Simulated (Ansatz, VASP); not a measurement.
# Hf: VASP beside Ansatz

```
CELL_PARAMETERS angstrom
-1.76749 1.76749 1.76749
1.76749 -1.76749 1.76749
1.76749 1.76749 -1.76749
ATOMIC_POSITIONS crystal
Hf 0.00000 0.00000 0.00000
```

Alike in both runs: task single point; functional LDA; k mesh 14 × 14 × 14; occupations fermi-dirac, width 0.05 eV; no spin polarisation.

|  | VASP | Ansatz |
| --- | --- | --- |
| version | VASP 6.6.1 | Ansatz 0.2.0 |
| potentials or method | VASP PAW LDA potentials, release 64 (Hf_pv), cutoff 520 eV | all-electron LAPW, non-relativistic |

|  | VASP | Ansatz | Ansatz less VASP |
| --- | --- | --- | --- |
| pressure (GPa) | -7.9 | -5.1 | +2.74 |

Ansatz ran all-electron here, so the differences hold the error of VASP's frozen core and of both bases.

Spin-orbit coupling is left out, which matters for the levels of Hf.
